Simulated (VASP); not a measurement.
# SnSe2 in VASP: relaxation of cell and atoms with LDA

Aim: the relaxation of cell and atoms of SnSe2 with LDA.

Everything below comes from runs of VASP 6.6.1. Logs are shortened: lines on timing, memory, paths and dates and some standing lists are left out, and cuts for length are marked.

**1. The sheet as given**

The cell holds a sheet with vacuum, 3 atoms: a = 3.850 Å, b = 3.850 Å, c = 19.180 Å, α = 90.00°, β = 90.00°, γ = 120.00°.

The cell was built by a generator and needn't be a form met in nature.

**2. Relaxation of cell and atoms, LDA**

The input, INCAR:

```
SYSTEM = SnSe2
PREC     = Accurate       ! precision mode
ENCUT    = 600            ! plane-wave cutoff, eV
EDIFF    = 1E-7           ! SCF threshold, eV
ISMEAR   = 0              ! smearing method
SIGMA    = 0.03           ! smearing width, eV
LREAL    = .False.        ! projectors in reciprocal space
LASPH    = .True.         ! aspherical terms in the spheres
NELM     = 120            ! most SCF steps
ALGO     = Normal         ! electronic algorithm
ISIF     = 3              ! what is computed and relaxed
LWAVE    = .False.        ! write WAVECAR
LCHARG   = .False.        ! write CHGCAR
GGA      = CA             ! functional
IBRION   = 2              ! ionic algorithm
NSW      = 60             ! ionic steps
EDIFFG   = -0.005         ! ionic threshold
LATTICE_CONSTRAINTS= .TRUE. .TRUE. .FALSE.
KPAR     = 2
```

The input, KPOINTS:

```
Automatic mesh
0
Gamma
  12 12 1
  0 0 0
```

The input, POSCAR:

```
SnSe2
1.0
    3.8500000000      0.0000000000      0.0000000000
   -1.9250000000      3.3341978000      0.0000000000
    0.0000000000      0.0000000000     19.1800000000
Se Sn
2 1
Direct
    0.3333330000      0.6666670000      0.4171011500
    0.6666670000      0.3333330000      0.5828988500
    0.0000000000      0.0000000000      0.5000000000
```

Potentials or basis: VASP PAW LDA potentials, release 64 (Se, Sn_d).

On the command line:

```
cat potpaw_LDA.64/Se/POTCAR potpaw_LDA.64/Sn_d/POTCAR > POTCAR
mpirun -np 2 vasp_std > vasp.out
```

OUTCAR:

```text
SYSTEM = SnSe2
   PREC = Accurate
   ENCUT = 600
   EDIFF = 1E-7
   ISMEAR = 0
   LREAL = .False.
   LASPH = .True.
   NELM = 120
   ISIF = 3
   GGA = CA
   IBRION = 2
   NSW = 60
   EDIFFG = -0.005

 ion  position               nearest neighbor table
   1  0.333  0.667  0.417-   3 2.73   3 2.73   3 2.73
   2  0.667  0.333  0.583-   3 2.73   3 2.73   3 2.73
   3  0.000  0.000  0.500-   1 2.73   2 2.73   1 2.73   2 2.73   2 2.73   1 2.73

  LATTYP: Found a hexagonal cell.
 ALAT       =     3.8500000000
 C/A-ratio  =     4.9818181818

  Lattice vectors:

 A1 = (   3.8500000000,   0.0000000000,   0.0000000000)
 A2 = (  -1.9250000000,   3.3341978000,   0.0000000000)
 A3 = (   0.0000000000,   0.0000000000,  19.1800000000)

Analysis of symmetry for initial positions (statically):
=====================================================================
 Subroutine PRICEL returns:
 Original cell was already a primitive cell.

 Routine SETGRP: Setting up the symmetry group for a
 hexagonal supercell.

 Subroutine GETGRP returns: Found 12 space group operations
 (whereof 12 operations were pure point group operations)
 out of a pool of 24 trial point group operations.

The static configuration has the point symmetry D_3d.

Analysis of symmetry for dynamics (positions and initial velocities):
=====================================================================
 Subroutine PRICEL returns:
 Original cell was already a primitive cell.

 Routine SETGRP: Setting up the symmetry group for a
 hexagonal supercell.

 Subroutine GETGRP returns: Found 12 space group operations
 (whereof 12 operations were pure point group operations)
 out of a pool of 24 trial point group operations.

The dynamic configuration has the point symmetry D_3d.

 Subroutine INISYM returns: Found 12 space group operations
 (whereof 12 operations are pure point group operations),
 and found     1 'primitive' translations

----------------------------------------------------------------------------------------

                                     Primitive cell

  volume of cell :     246.2072

  direct lattice vectors                    reciprocal lattice vectors
     3.850000000  0.000000000  0.000000000     0.259740260  0.149961109  0.000000000
    -1.925000000  3.334197800  0.000000000     0.000000000  0.299922218  0.000000000
     0.000000000  0.000000000 19.180000000     0.000000000  0.000000000  0.052137643

  length of vectors
     3.850000000  3.849999996 19.180000000     0.299922218  0.299922218  0.052137643

  position of ions in fractional coordinates (direct lattice)
     0.333333000  0.666667000  0.417101150
     0.666667000  0.333333000  0.582898850
     0.000000000  0.000000000  0.500000000

  ion indices of the primitive-cell ions
   primitive index   ion index
                 1           1
                 2           2
                 3           3

----------------------------------------------------------------------------------------

 KPOINTS: Automatic mesh

Automatic generation of k-mesh.
 Grid dimensions read from file:
 generate k-points for:   12   12    1

 Generating k-lattice:

  Cartesian coordinates                     Fractional coordinates (reciprocal lattice)
     0.021645022  0.012496759  0.000000000     0.083333333 -0.000000000  0.000000000
     0.000000000  0.024993518  0.000000000     0.000000000  0.083333333  0.000000000
     0.000000000  0.000000000  0.052137643     0.000000000  0.000000000  1.000000000

  Length of vectors
     0.024993518  0.024993518  0.052137643

  Shift w.r.t. Gamma in fractional coordinates (k-lattice)
     0.000000000  0.000000000  0.000000000

 Subroutine IBZKPT returns following result:
 ===========================================

 Found     19 irreducible k-points:

 Following reciprocal coordinates:
            Coordinates               Weight
  0.000000  0.000000  0.000000      1.000000
  0.083333  0.000000  0.000000      6.000000
  0.166667  0.000000  0.000000      6.000000
  0.250000  0.000000  0.000000      6.000000
  0.333333  0.000000  0.000000      6.000000
  0.416667  0.000000  0.000000      6.000000
[... 11 lines left out ...]
  0.333333  0.250000  0.000000     12.000000
  0.333333  0.333333  0.000000      2.000000
   k-points           NKPTS =     19   k-points in BZ     NKDIM =     19   number of bands    NBANDS=     17
   number of dos      NEDOS =    301   number of ions     NIONS =      3
   total plane-waves  NPLWV = 163840
   dimension x,y,z NGX =    32 NGY =   32 NGZ =  160
   dimension x,y,z NGXF=    64 NGYF=   64 NGZF=  320
   ions per type =               2   1
   NGX,Y,Z   is equivalent  to a cutoff of  13.82, 13.82, 13.87 a.u.
   NGXF,Y,Z  is equivalent  to a cutoff of  27.64, 27.64, 27.74 a.u.
 SYSTEM =  SnSe2
   PREC   = accura    normal or accurate (medium, high low for compatibility)
   ISTART =      0    job   : 0-new  1-cont  2-samecut
   ICHARG =      2    charge: 1-file 2-atom 10-const
   ISPIN  =      1    spin polarized calculation?
   LNONCOLLINEAR =      F non collinear calculations
   LSORBIT =      F    spin-orbit coupling
   LASPH  =      T    aspherical Exc in radial PAW
   ENCUT  =  600.0 eV  44.10 Ry    6.64 a.u.   7.69  7.69 38.31*2*pi/ulx,y,z
   NELM   =    120;   NELMIN=  2; NELMDL= -5     # of ELM steps
   EDIFF  = 0.1E-06   stopping-criterion for ELM
   LREAL  =      F    real-space projection
   EDIFFG = -.5E-02   stopping-criterion for IOM
   NSW    =     60    number of steps for IOM
   IBRION =      2    ionic relax: 0-MD 1-quasi-New 2-CG
   NFREE  =      1    steps in history (QN), initial steepest desc. (CG)
   ISIF   =      3    stress and relaxation
   ISYM   =      2    0-nonsym 1-usesym 2-fastsym
   POTIM  = 0.5000    time-step for ionic-motion
   TEBEG  =    0.0;   TEEND  =   0.0 temperature during run
   PSTRESS=    0.0 pullay stress
   NELECT =      26.0000    total number of electrons
   NUPDOWN=      -1.0000    fix difference up-down
   EMIN   =  10.00;   EMAX   =-10.00  energy-range for DOS
   EFERMI =   0.00;   METHOD = LEGACY
   ISMEAR =     0;   SIGMA  =   0.03  broadening in eV -4-tet -1-fermi 0-gaus
   EFERMI_NEDOS =   21; number of points for ismear=-14 and -15
   IALGO  =     38    algorithm
   IMIX   =      4    mixing-type and parameters
     AMIX     =   0.40;   BMIX     =  1.00
     AMIX_MAG =   1.60;   BMIX_MAG =  1.00
  volume/ion in A,a.u.               =      82.07       553.83
  Fermi-wavevector in a.u.,A,eV,Ry     =   0.773807  1.462282  8.146849  0.598777
  Thomas-Fermi vector in A             =   1.875729
   LORBIT       =      0    0 simple, 1 ext, 2 COOP (PROOUT), +10 PAW based schemes
   GGA     = CA    functional components
   LHFCALC =     F    Hartree Fock is set to
   AEXX    =    0.0000 exact exchange contribution
   IVDW    =     0    specifies the selected vdW correction
   LEPSILON=     F    determine dielectric tensor
   LRPA    =     F    only Hartree local field effects (RPA)
 conjugate gradient relaxation of ions
 non-spin polarized calculation
 Gauss-broadening in eV      SIGMA  =   0.03
  energy-cutoff  :      600.00
  volume of cell :      246.21
 maximum number of plane-waves:      8267
 NGX is ok and might be reduce to    32
   NGX = 15   NGY = 15   NGZ = 77

--------------------------------------- Ionic step        1  -------------------------------------------

 number of electron      25.9999999 magnetization

 Free energy of the ion-electron system (eV)
  ---------------------------------------------------
  ext. energy  EPLUGINS =         0.00000000
  ---------------------------------------------------
  free energy    TOTEN  =       -13.59134585 eV

  energy without entropy =      -13.59134585  energy(sigma->0) =      -13.59134585

------------------------ aborting loop because EDIFF is reached ----------------------------------------

  FORCE on cell =-STRESS in cart. coord.  units (eV):
  Direction    XX          YY          ZZ          XY          YZ          ZX
  --------------------------------------------------------------------------------------
  -------------------------------------------------------------------------------------
  Total       -1.6828525     -1.6828525     -1.0730564      0.0000000      0.0000000      0.0000000
  in kB      -10.9510542    -10.9510542     -6.9828457      0.0000000      0.0000000      0.0000000
  external PRESSURE =      -9.6283181 kB  Pullay stress =       0.0000000 kB

 VOLUME and BASIS-vectors are now :
 -----------------------------------------------------------------------------
  energy-cutoff  :      600.00
  volume of cell :      246.21
      direct lattice vectors                 reciprocal lattice vectors
     3.850000000  0.000000000  0.000000000     0.259740260  0.149961109  0.000000000
    -1.925000000  3.334197800  0.000000000     0.000000000  0.299922218  0.000000000
     0.000000000  0.000000000 19.180000000     0.000000000  0.000000000  0.052137643
[... 186 lines left out ...]
 POSITION                                       TOTAL-FORCE (eV/Angst)
 -----------------------------------------------------------------------------------
     -0.00000      2.17866      8.00938        -0.000000      0.000000      0.007363
      1.88678      1.08933     11.17062         0.000000      0.000000     -0.007363
     -0.00000      0.00000      9.59000         0.000000      0.000000      0.000000
 -----------------------------------------------------------------------------------
    total drift:                                0.000000      0.000000      0.000000

  FREE ENERGIE OF THE ION-ELECTRON SYSTEM (eV)
  ---------------------------------------------------
  free  energy   TOTEN  =       -13.6297622231 eV

  energy  without entropy=      -13.6297622231  energy(sigma->0) =      -13.62976222

--------------------------------------- Ionic step        7  -------------------------------------------

 number of electron      26.0000006 magnetization

 Free energy of the ion-electron system (eV)
  ---------------------------------------------------
  ext. energy  EPLUGINS =         0.00000000
  ---------------------------------------------------
  free energy    TOTEN  =       -13.62977429 eV

  energy without entropy =      -13.62977429  energy(sigma->0) =      -13.62977429

 E-fermi :  -2.6182     XC(G=0):  -3.7014

 val. band max:       -2.8074876899   @ k =   0.0833   0.0000   0.0000
 cond. band min:      -2.1078370253   @ k =   0.5000   0.0000   0.0000
 fundamental gap:      0.6996506646
 Fermi energy:        -2.6181955151

 k-point     1 :       0.0000    0.0000    0.0000
  band No.  band energies     occupation
      1     -23.9367      2.00000
      2     -23.9367      2.00000
      3     -23.8879      2.00000
      4     -23.8761      2.00000
      5     -23.8761      2.00000
      6     -16.6439      2.00000
[... 9 lines left out ...]
     16       1.7930      0.00000
     17       1.7930      0.00000
[... 380 lines left out ...]
 POSITION                                       TOTAL-FORCE (eV/Angst)
 -----------------------------------------------------------------------------------
     -0.00000      2.17766      8.00966        -0.000000      0.000000     -0.001574
      1.88591      1.08883     11.17034         0.000000     -0.000000      0.001574
      0.00000      0.00000      9.59000        -0.000000      0.000000     -0.000000
 -----------------------------------------------------------------------------------
    total drift:                               -0.000000      0.000000      0.000000

  FREE ENERGIE OF THE ION-ELECTRON SYSTEM (eV)
  ---------------------------------------------------
  free  energy   TOTEN  =       -13.6297742883 eV

  energy  without entropy=      -13.6297742883  energy(sigma->0) =      -13.62977429

 reached required accuracy - stopping structural energy minimisation
```

Wall time 5.9 min (2 MPI ranks of Intel Xeon Platinum 8259CL at 2.50GHz (Skylake/Cascade Lake), shared host); peak memory 0.38 GiB.

What came out:

- Free energy: -13.6298 eV
- Relaxed volume: 78.77 Å³/atom
- Relaxed cell: a = 3.772 Å, b = 3.772 Å, c = 19.180 Å, α = 90.00°, β = 90.00°, γ = 120.00°
- Space group after relaxing (to 0.05 Å): P-3m1 (No. 164)
- Energy gained by relaxing: 12.8 meV/atom
- Ionic steps: 7
- Band gap on the k mesh: 0.70 eV, indirect (least direct gap 1.07 eV)

Step by step:
```csv
step,energy change (eV),largest force (eV/Å),pressure (GPa),volume (Å³)
1,0.0000,0.3359,-0.96,246.21
2,-0.0326,0.1643,0.43,233.06
3,-0.0384,0.0164,0.01,236.57
4,-0.0384,0.0087,-0.01,236.76
5,-0.0384,0.0037,-0.02,236.69
6,-0.0384,0.0074,-0.02,236.53
7,-0.0384,0.0016,0.00,236.31
```

Final structure:
```
Se Sn
1.0
     3.77182    0.00000    0.00000
    -1.88591    3.26650    0.00000
     0.00000    0.00000   19.18000
Se Sn
2 1
Direct
  0.33333 0.66667 0.41761
  0.66667 0.33333 0.58239
  0.00000 0.00000 0.50000
```

Levels at points of the mesh, in eV from the valence-band top:
```tsv
k point	band 9	band 10	band 11	band 12	band 13	band 14	band 15	band 16	band 17
(0.00, 0.00, 0.00)	-1.29	-0.50	-0.50	-0.06	-0.06	1.62	3.02	4.60	4.60
(0.50, 0.00, 0.00)	-4.67	-2.48	-2.35	-0.82	-0.37	0.70	3.98	5.26	5.47
```

Caveat: spin-orbit coupling is left out, which moves the levels of the heavy elements.
